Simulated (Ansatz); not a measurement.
**Rb: a sweep of one setting**

```
Rb
1.0
    -2.80600    2.80600    2.80600
     2.80600   -2.80600    2.80600
     2.80600    2.80600   -2.80600
Rb
1
Direct
  0.00000 0.00000 0.00000
```

The structure is an experimental refinement, used without relaxation.

Method: DFT, PBE, all-electron LAPW, scalar-relativistic in Ansatz 0.2.0.

The runs use a Γ-centred 10×10×10 k mesh, Fermi–Dirac smearing of 0.05 eV, basis error target 0.5 meV/atom, no spin polarisation. One setting is then changed at a time.

| k mesh | free energy less the base's (meV/atom) | P (GPa) | cutoff chosen (eV) |
| --- | --- | --- | --- |
| 10×10×10 (base) | 0.0 | 0.10 | 57 |
| 3×3×3 | ? | ? | 57 |
| 5×5×5 | -7.3 | 0.07 | 57 |
| 8×8×8 | 2.3 | 0.10 | 57 |
| 14×14×14 | -2.2 | 0.09 | 57 |

Question: Give the missing entry: row "3×3×3", column "P (GPa)".

Answer: -0.01.

Question: What belongs in the row "3×3×3", column "free energy less the base's (meV/atom)"?

Answer: -88.8.
